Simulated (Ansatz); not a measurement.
**Ni: searching below the plain SCF**

Plain starts of Ni have been run. Do the further runs listed below go lower? Ni is taken in the measured crystal structure (space group Fm-3m, primitive cell doubled), 2 atoms in the cell. Source: COD entry 9012978; the sample's temperature and pressure aren't taken into account.

Program: Ansatz 0.2.0. Level of theory: DFT PBE, PAW, plane waves, scalar-relativistic. These are calculated values, not measurements.

## (1) Starting point

Symmetry: Fm-3m, No. 225, cubic system. Conventional cell: a = 3.534 Å, b = 3.534 Å, c = 3.534 Å, α = 90.00°, β = 90.00°, γ = 90.00°. Ni (site symmetry m-3m) is surrounded by 12 Ni at 2.50 Å.

Structure file:

```cif
data_structure
_symmetry_space_group_name_H-M 'Fm-3m'
_symmetry_Int_Tables_number 225
_cell_length_a 3.5343
_cell_length_b 3.5343
_cell_length_c 3.5343
_cell_angle_alpha 90.000
_cell_angle_beta 90.000
_cell_angle_gamma 90.000
_cell_volume 44.15
loop_
_atom_site_label
_atom_site_type_symbol
_atom_site_symmetry_multiplicity
_atom_site_Wyckoff_symbol
_atom_site_fract_x
_atom_site_fract_y
_atom_site_fract_z
_atom_site_occupancy
Ni1 Ni 4 a 0.00000 0.00000 0.00000 1
```

Labels such as Ni2 number the atoms in the order of the input file.

Known so far: 7 plain starts ended in 2 states. The lowest came from “spin on, no moments given (the program may seed its own), plain SCF”: ferromagnetic, site moments Ni1 0.64, Ni2 0.64 μB, total 1.21 μB per cell, no gap on the k-mesh, free energy -11679.4936 eV.

Runs to come: parallel moments, default search for lower states; opposed moments +-, default search for lower states; the moments typed in its input, symmetry off, plain SCF; the moments typed in its input, standard search for lower states; the moments typed in its input, symmetry off, default search.

“Plain SCF” means no search for lower states. The default search lets the program follow hints of a lower state (another filling of open shells, a soft direction), where it sees any. The standard and full searches may also try other magnetic orders and fillings, and need not reach the lowest state. With a search on, the program may also reshape the start on open shells. Ends within 0.2 meV/atom and 0.1 μB count as one state.

Moments by site are taken inside atomic spheres; the rest lies between them.

## (2) Parallel moments, default search for lower states

The input, input.yaml:

```yaml
crystal:
  lattice:
    - [0.0, 1.76715, 1.76715]
    - [3.5343, 0.0, 3.5343]
    - [1.76715, 1.76715, 0.0]
  atoms:
    - { symbol: Ni, position: [0.0, 0.0, 0.0], spin: 2.0 }
    - { symbol: Ni, position: [0.0, 0.5, 0.0], spin: 2.0 }
magnetization:
  spin_polarized: true
hamiltonian:
  xc: pbe
  pseudopotentials: { kind: paw }
basis:
  ecutwfc: 420
kpoints:
  mp_grid: { grid: [11, 6, 11] }
scf:
  occupations: { method: fermi_dirac, width: 0.1 }
output:
  forces: true
  stress: true
```

Standard output (excerpt; [...] marks lines left out):

```text
Warning: crystal.symmetry: narrowed to the stabiliser of the k-point mesh — unitary ops 24 → 8; excluded 16 operations that carry a point of the 11×6×11 mesh (shift [0, 0, 0]) off the mesh (the run samples exactly the mesh kpoints.mp_grid names, as under crystal.symmetry.detect: false, [...]
Pseudopotentials: kind: paw
Pseudopotential: Ni, paw, valence charge 18, recommended cutoff 420 eV (normal), Ni.paw.azcp
Functional definition: PBE
[...]
Crystal: 2 atoms, lattice volume = 22.074 Å³
Basis set: ecut = 420 eV, 409 PW (Γ), exchange–correlation on 36×72×36 points (8 copies of the dense FFT grid, shifted against one another)
Bands: 24, of which v1, the nominal top of the filled ones, is band 18 counted from 1 (17 counted from 0)
Symmetry: 8 space group operations
k-points: 204 of 726
[...]
Starting moments: Σ|m| = 4 μB on 2 of 2 sites
[...]
SCF iter   1: F=—  HF=-11678.300900 eV  |F-HF|=—  |Δ(HF+E_count)|=         —  Δρ=1.62e-1 (↑1.62e-1 ↓8.55e-2)  dr2=1.07e0  dr2_m=3.00e0  M=1.918 μB ∫|m|=2.060 μB  β_m=0.30  ethr=2.98e-3  ⟨swp⟩=1.0  Hψ=48321  notcnv=0
[...]
SCF iter  10: F=-11679.493561 eV  HF=-11679.493561 eV  |F-HF|=6.19e-9  |Δ(HF+E_count)|=   1.84e-8  Δρ=6.51e-6 (↑2.45e-6 ↓6.51e-6)  dr2=7.93e-9  dr2_m=9.88e-10  M=1.206 μB ∫|m|=1.389 μB  ethr=5.13e-11  ⟨swp⟩=2.2  Hψ=33262  notcnv=0
[...]
SCF converged after 10 iterations
Magnetization: 1.2065 μB (18.6032 up, 17.3968 down)
Absolute magnetization: 1.3909 μB (∫|ρ↑−ρ↓|, with the PAW one-centre terms)
Spin contamination: 0.0132 ħ² per cell (⟨S²⟩ above its minimum at these occupations)
Per-site moments (μB) at R_I (Å): [(0.6420422523599097, 1.0308900924083912), (0.6420422523599097, 1.0308900924083912)]
Free energy (F): -11679.493561 eV
[...]
E sigma→0 (E₀):  -11679.437742 eV
Entropy (-TS):   -0.111638 eV (-55.819 meV/atom)
Fermi energy:    17.843933 eV
[... 24 lines left out: energy terms, forces, stress ...]
```

Run time: 9.9 s. Hardware: 2 threads of an Arm CPU, shared host; peak memory 0.45 GiB.

Nothing new: the 10 iterations lead to the state found in step 1 (ferromagnetic).

## (3) Opposed moments +-, default search for lower states

input.yaml, as its differences from that of step 2:

```diff
@@ -7,3 +7,3 @@
     - { symbol: Ni, position: [0.0, 0.0, 0.0], spin: 2.0 }
-    - { symbol: Ni, position: [0.0, 0.5, 0.0], spin: 2.0 }
+    - { symbol: Ni, position: [0.0, 0.5, 0.0], spin: -2.0 }
 magnetization:
```

Standard output (excerpt; [...] marks lines left out):

```text
Warning: crystal.symmetry: narrowed to the stabiliser of the k-point mesh — unitary ops 12 → 4; excluded 8 operations that carry a point of the 11×6×11 mesh (shift [0, 0, 0]) off the mesh (the run samples exactly the mesh kpoints.mp_grid names, as under crystal.symmetry.detect: false, and [...]
[... 11 lines as in an earlier run ...]
Symmetry: 4 space group operations
[... 5 lines as in an earlier run ...]
Starting moments: Σ|m| = 4 μB on 2 of 2 sites
[... 2 lines as in an earlier run ...]
spin-down is spin-up translated by (0, 0.5, 0): one eigenproblem is solved per k-point and the antiferromagnetic symmetry of the starting moments is kept exactly by this SCF (crystal.symmetry.spin_inversion_symmetry: false solves both channels; [...]
SCF iter   1: F=—  HF=-11678.347044 eV  |F-HF|=—  |Δ(HF+E_count)|=         —  Δρ=1.73e-1 (↑1.73e-1 ↓1.73e-1)  dr2=1.01e0  dr2_m=5.67e0  M=0.000 μB ∫|m|=1.493 μB  β_m=0.30  ethr=2.81e-3  ⟨swp⟩=1.2  Hψ=24422  notcnv=0
[...]
Starting moments: Σ|m| = 4 μB on 2 of 2 sites; this step starts from the density that it was given
[...]
SCF iter   2: F=-11679.493561 eV  HF=-11679.493561 eV  |F-HF|=4.03e-8  |Δ(HF+E_count)|=   6.03e-9  Δρ=1.15e-5 (↑4.77e-6 ↓1.15e-5)  dr2=4.43e-8  dr2_m=2.82e-9  M=1.206 μB ∫|m|=1.389 μB  ethr=8.74e-11  ⟨swp⟩=4.2  Hψ=28986  notcnv=0
[...]
the run went on to a lower state, not held to the crystal's whole symmetry: an SCF along what the orbitals of the run's state read of its open shells (or to have them read: on a GPU, or by another smearing), with the run's symmetry operations kept and the antiferromagnet's [...]
WARN: the starting moments were not kept: 1 of 2 ended reversed and 1 kept their direction, counting a site from 0.1 of the cell's largest site moment. The largest reversed, site 1 (counted from 0, in the order of the report's site_moments_mub), started with -2.0 μB and closes at +6.4e-1 [...]
SCF converged after 2 iterations
Magnetization: 1.2065 μB (18.6032 up, 17.3968 down)
Absolute magnetization: 1.3909 μB (∫|ρ↑−ρ↓|, with the PAW one-centre terms)
Spin contamination: 0.0132 ħ² per cell (⟨S²⟩ above its minimum at these occupations)
Per-site moments (μB) at R_I (Å): [(0.6420657653600117, 1.0308900924083912), (0.6420247434110904, 1.0308900924083912)]
Free energy (F): -11679.493561 eV
[...]
E sigma→0 (E₀):  -11679.437742 eV
Entropy (-TS):   -0.111638 eV (-55.819 meV/atom)
Fermi energy:    17.843944 eV
[... 29 lines left out: energy terms, forces, stress, bands ...]
```

Run time: 56 s. Hardware: 2 threads of an Arm CPU, shared host; peak memory 0.93 GiB.

The run ends in the same state as step 1 (ferromagnetic); it took 21 iterations.

## (4) The moments typed in its input, symmetry off, plain SCF

input.yaml, as its differences from that of step 3:

```diff
@@ -6,4 +6,5 @@
   atoms:
-    - { symbol: Ni, position: [0.0, 0.0, 0.0], spin: 2.0 }
-    - { symbol: Ni, position: [0.0, 0.5, 0.0], spin: -2.0 }
+    - { symbol: Ni, position: [0.0, 0.0, 0.0], spin: 0.4 }
+    - { symbol: Ni, position: [0.0, 0.5, 0.0], spin: 0.4 }
+  symmetry: { detect: false, time_reversal: true }
 magnetization:
@@ -19,2 +20,3 @@
   occupations: { method: fermi_dirac, width: 0.1 }
+  lower_state_search: "off"
 output:
```

Standard output (excerpt; [...] marks lines left out):

```text
[... 10 lines as in an earlier run ...]
Bands: 23, of which v1, the nominal top of the filled ones, is band 18 counted from 1 (17 counted from 0)
Symmetry: 1 space group operations
k-points: 364 of 726 (time reversal used)
[... 4 lines as in an earlier run ...]
Starting moments: Σ|m| = 0.8 μB on 2 of 2 sites
[... 2 lines as in an earlier run ...]
[...]
SCF iter   1: F=—  HF=-11679.459923 eV  |F-HF|=—  |Δ(HF+E_count)|=         —  Δρ=3.76e-2 (↑3.76e-2 ↓1.22e-2)  dr2=1.38e-1  dr2_m=8.39e-2  M=0.907 μB ∫|m|=0.938 μB  β_m=1.00  ethr=3.83e-4  ⟨swp⟩=1.0  Hψ=82944  notcnv=0
[...]
spin-set hold released at iteration 7 (site moments contracting): the magnetisation degrees of freedom join the quasi-Newton model from the next iteration; the mixer history was flushed
[...]
SCF iter  16: F=-11679.493561 eV  HF=-11679.493561 eV  |F-HF|=3.23e-8  |Δ(HF+E_count)|=   1.03e-9  Δρ=1.06e-5 (↑3.20e-6 ↓1.06e-5)  dr2=3.33e-8  dr2_m=3.09e-9  M=1.206 μB ∫|m|=1.389 μB  ethr=1.03e-10  ⟨swp⟩=2.0  Hψ=50820  notcnv=0
[...]
SCF converged after 16 iterations
Magnetization: 1.2065 μB (18.6032 up, 17.3968 down)
Absolute magnetization: 1.3909 μB (∫|ρ↑−ρ↓|, with the PAW one-centre terms)
Spin contamination: 0.0132 ħ² per cell (⟨S²⟩ above its minimum at these occupations)
Per-site moments (μB) at R_I (Å): [(0.6420536816296216, 1.0308900924083912), (0.6420254964267899, 1.0308900924083912)]
Free energy (F): -11679.493561 eV
[...]
E sigma→0 (E₀):  -11679.437742 eV
Entropy (-TS):   -0.111637 eV (-55.819 meV/atom)
Fermi energy:    17.843865 eV
[... 24 lines left out: energy terms, forces, stress ...]
```

It took 37 s on 2 threads of an Arm CPU, shared host; peak memory 0.58 GiB.

The run ends in the same state as step 1 (ferromagnetic); it took 16 iterations.

## (5) The moments typed in its input, standard search for lower states

input.yaml, as its differences from that of step 4:

```diff
@@ -8,3 +8,2 @@
     - { symbol: Ni, position: [0.0, 0.5, 0.0], spin: 0.4 }
-  symmetry: { detect: false, time_reversal: true }
 magnetization:
@@ -20,3 +19,3 @@
   occupations: { method: fermi_dirac, width: 0.1 }
-  lower_state_search: "off"
+  lower_state_search: standard
 output:
```

Standard output (excerpt; [...] marks lines left out):

```text
[... 1 line as in an earlier run ...]
the run goes by scf.lower_state_search standard: where its kind and settings allow, a search for a lower-energy state can add stability tests and further SCF calculations, which can take several times, in some runs tens of times, as long as the SCF (see the manual's entry of the key); [...]
[... 17 lines as in an earlier run ...]
Starting moments: Σ|m| = 0.8 μB on 2 of 2 sites
[... 2 lines as in an earlier run ...]
[...]
SCF iter   1: F=—  HF=-11678.005330 eV  |F-HF|=—  |Δ(HF+E_count)|=         —  Δρ=1.16e-1 (↑3.93e-2 ↓1.16e-1)  dr2=9.32e-1  dr2_m=1.17e0  M=1.577 μB ∫|m|=1.664 μB  β_m=0.30  ethr=2.59e-3  ⟨swp⟩=1.0  Hψ=46508  notcnv=0
[...]
SCF iter  10: F=-11679.493561 eV  HF=-11679.493561 eV  |F-HF|=2.46e-10  |Δ(HF+E_count)|=  2.69e-10  Δρ=1.30e-6 (↑2.74e-7 ↓1.30e-6)  dr2=3.12e-10  dr2_m=5.94e-11  M=1.206 μB ∫|m|=1.389 μB  ethr=1.00e-12  ⟨swp⟩=1.4  Hψ=28527  notcnv=0
[...]
SCF converged after 10 iterations
Magnetization: 1.2065 μB (18.6032 up, 17.3968 down)
Absolute magnetization: 1.3909 μB (∫|ρ↑−ρ↓|, with the PAW one-centre terms)
Spin contamination: 0.0132 ħ² per cell (⟨S²⟩ above its minimum at these occupations)
Per-site moments (μB) at R_I (Å): [(0.642043108757041, 1.0308900924083912), (0.642043108757041, 1.0308900924083912)]
Free energy (F): -11679.493561 eV
[...]
E sigma→0 (E₀):  -11679.437742 eV
Entropy (-TS):   -0.111638 eV (-55.819 meV/atom)
Fermi energy:    17.843876 eV
[... 24 lines left out: energy terms, forces, stress ...]
```

It took 9.6 s on 2 threads of an Arm CPU, shared host; peak memory 0.44 GiB.

The run ends in the same state as step 1 (ferromagnetic); it took 10 iterations.

## (6) The moments typed in its input, symmetry off, default search

input.yaml, as its differences from that of step 5:

```diff
@@ -8,2 +8,3 @@
     - { symbol: Ni, position: [0.0, 0.5, 0.0], spin: 0.4 }
+  symmetry: { detect: false, time_reversal: true }
 magnetization:
@@ -19,3 +20,2 @@
   occupations: { method: fermi_dirac, width: 0.1 }
-  lower_state_search: standard
 output:
```

Standard output (excerpt; [...] marks lines left out):

```text
[... 17 lines as in an earlier run ...]
Starting moments: Σ|m| = 0.8 μB on 2 of 2 sites
[... 2 lines as in an earlier run ...]
[...]
SCF iter   1: F=—  HF=-11678.005981 eV  |F-HF|=—  |Δ(HF+E_count)|=         —  Δρ=1.16e-1 (↑3.96e-2 ↓1.16e-1)  dr2=9.35e-1  dr2_m=1.18e0  M=1.581 μB ∫|m|=1.668 μB  β_m=0.30  ethr=2.60e-3  ⟨swp⟩=1.0  Hψ=82950  notcnv=0
[...]
SCF iter  13: F=-11679.493561 eV  HF=-11679.493561 eV  |F-HF|=1.57e-8  |Δ(HF+E_count)|=   1.83e-9  Δρ=6.68e-6 (↑2.46e-6 ↓6.68e-6)  dr2=1.69e-8  dr2_m=9.18e-10  M=1.206 μB ∫|m|=1.389 μB  ethr=6.58e-11  ⟨swp⟩=2.0  Hψ=52762  notcnv=0
[...]
SCF converged after 13 iterations
Magnetization: 1.2065 μB (18.6032 up, 17.3968 down)
Absolute magnetization: 1.3909 μB (∫|ρ↑−ρ↓|, with the PAW one-centre terms)
Spin contamination: 0.0132 ħ² per cell (⟨S²⟩ above its minimum at these occupations)
Per-site moments (μB) at R_I (Å): [(0.6420255967990263, 1.0308900924083912), (0.6420562574096121, 1.0308900924083912)]
Free energy (F): -11679.493561 eV
[...]
E sigma→0 (E₀):  -11679.437742 eV
Entropy (-TS):   -0.111638 eV (-55.819 meV/atom)
Fermi energy:    17.843897 eV
[... 24 lines left out: energy terms, forces, stress ...]
```

Wall time 35 s (2 threads of an Arm CPU, shared host); peak memory 0.62 GiB.

This is the state of step 1 again (ferromagnetic), after 13 iterations.

## (7) Comparing the starts

| step | iterations | state | moments of Ni1 Ni2 (μB) | total (μB) | gap (eV) | pressure (GPa) | above lowest (meV/atom) |
| --- | --- | --- | --- | --- | --- | --- | --- |
| 1 | 11 | 1 | 0.64 0.64 | 1.21 | none | -2.4 | 0.0 |
| 2 | 10 | 1 | 0.64 0.64 | 1.21 | none | -2.4 | 0.0 |
| 3 | 21 | 1 | 0.64 0.64 | 1.21 | none | -2.4 | 0.0 |
| 4 | 16 | 1 | 0.64 0.64 | 1.21 | none | -2.4 | 0.0 |
| 5 | 10 | 1 | 0.64 0.64 | 1.21 | none | -2.4 | 0.0 |
| 6 | 13 | 1 | 0.64 0.64 | 1.21 | none | -2.4 | 0.0 |

States are numbered from the lowest. Starts by step: 2 parallel moments, default search for lower states; 3 opposed moments +-, default search for lower states; 4 the moments typed in its input, symmetry off, plain SCF; 5 the moments typed in its input, standard search for lower states; 6 the moments typed in its input, symmetry off, default search. Step 1 is the best of the earlier plain starts.

The 5 runs of this session took 2.5 min in all, from 9.6 s to 56 s each.

Decimal logarithm of the largest residual (eV) by iteration, counted through all cycles of a run:

| iteration | step 2 | step 3 | step 4 | step 5 | step 6 |
| --- | --- | --- | --- | --- | --- |
| 1 | 0.5 | 0.8 | -0.9 | 0.1 | 0.1 |
| 2 | 0.3 | 0.5 | -1.5 | -0.4 | -0.4 |
| 3 | -0.2 | 0.8 | -2.0 | -1.0 | -1.0 |
| 4 | -1.2 | -1.4 | -2.5 | -1.1 | -1.1 |
| 5 | -2.8 | -2.2 | -2.7 | -2.8 | -2.5 |
| 6 | -4.1 | -2.2 | -2.9 | -3.4 | -1.6 |
| 8 | -5.9 | -4.9 | -2.8 | -5.9 | -3.7 |
| 10 | -8.1 | -6.9 | -2.4 | -9.5 | -6.7 |
| 12 | - | -9.3 | -4.9 | - | -7.6 |
| 14 | - | -9.8 | -6.4 | - | - |
| 16 | - | -2.8 | -7.5 | - | - |
| 17 | - | -5.0 | - | - | - |
| 19 | - | -7.5 | - | - | - |
| 21 | - | -7.4 | - | - | - |

## (8) Results

```
         quantity                                                      value
  distinct states  1 from 6 converged runs, the best start of step 1 counted
     lowest state                                              ferromagnetic
      its moments                                      Ni1 0.64, Ni2 0.64 μB
     total moment                                           1.21 μB per cell
gap on the k-mesh                                                       none
         pressure                                                   -2.4 GPa
    largest force                                                 0.000 eV/Å
```

What this shows: No run goes below the best plain start. Distinct end states: 1, from 6 converged runs. A lower state than any found can't be excluded. The mesh has less symmetry than the lattice, which lowers the symmetry of the run.
